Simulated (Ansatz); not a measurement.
The cell is Be₂C built on the antifluorite prototype; cell and atoms were relaxed with r2SCAN. Space group Fm-3m (No. 225), cubic; a = 4.321 Å in the conventional setting, 6.72 Å³ an atom. C has 8 Be at 1.87 Å; Be has 4 C at 1.87 Å.

```cif
data_structure
_symmetry_space_group_name_H-M 'Fm-3m'
_symmetry_Int_Tables_number 225
_cell_length_a 4.3210
_cell_length_b 4.3210
_cell_length_c 4.3210
_cell_angle_alpha 90.000
_cell_angle_beta 90.000
_cell_angle_gamma 90.000
_cell_volume 80.68
loop_
_atom_site_label
_atom_site_type_symbol
_atom_site_symmetry_multiplicity
_atom_site_Wyckoff_symbol
_atom_site_fract_x
_atom_site_fract_y
_atom_site_fract_z
_atom_site_occupancy
C1 C 4 a 0.00000 0.00000 0.00000 1
Be1 Be 8 c 0.25000 0.75000 0.75000 1
```

The questions ask for values computed with the PAW code Ansatz on this geometry. Calculated for a static, non-magnetic cell.

Q: What gap does r2SCAN give, and where are the band edges?

A: The r2SCAN gap is indirect, 1.53 eV (Γ to X), below the direct gap of 4.65 eV at Γ.

Q: How does the gap change from r2SCAN to PBE (10×10×10)?

A: The PBE gap is indirect, 1.17 eV (Γ to X), below the direct gap of 4.15 eV at Γ. The gap differs by -0.36 eV from r2SCAN's.

Q: Estimate the gap with HSE06 on 8×8×8.

A: HSE06 gives an indirect gap of 1.91 eV, from Γ to X; the least direct gap is 5.14 eV at Γ. The gap differs by +0.38 eV from r2SCAN's.

Q: How does the gap change from r2SCAN to PBE0 (8×8×8)?

A: PBE0 gives an indirect gap of 2.60 eV, from Γ to X; the least direct gap is 5.83 eV at Γ. The gap differs by +1.07 eV from r2SCAN's.

Q: What does G0W0@PBE with 60 empty bands, a screening cutoff of 120 eV and a 6×6×6 mesh give?

A: 1.86 eV (PBE's gap over the path plus the quasiparticle shift read on the mesh). Over the mesh points the PBE gap of 1.17 eV becomes a quasiparticle gap of 1.86 eV (Γ to X), a change of +0.69 eV. Renormalisation factors Z lie between 0.77 and 0.82. The G0W0 figures hold for the stated bands, cutoff and mesh and aren't extrapolated.

Q: Roughly how does the cost of the PBE0 run (8×8×8) compare with r2SCAN's (10×10×10)?

A: About 23 times as much (26 core-seconds against 1.1 core-seconds, on a shared machine).

Q: What are ε∞ and the Born charges with r2SCAN?

A: The clamped-ion dielectric constant comes out as 6.57 in all directions. Born charges, averaged over directions: C -3.11, Be +1.56 e.

The meshes of the hybrids are coarse, so their gaps aren't converged to the digits shown.
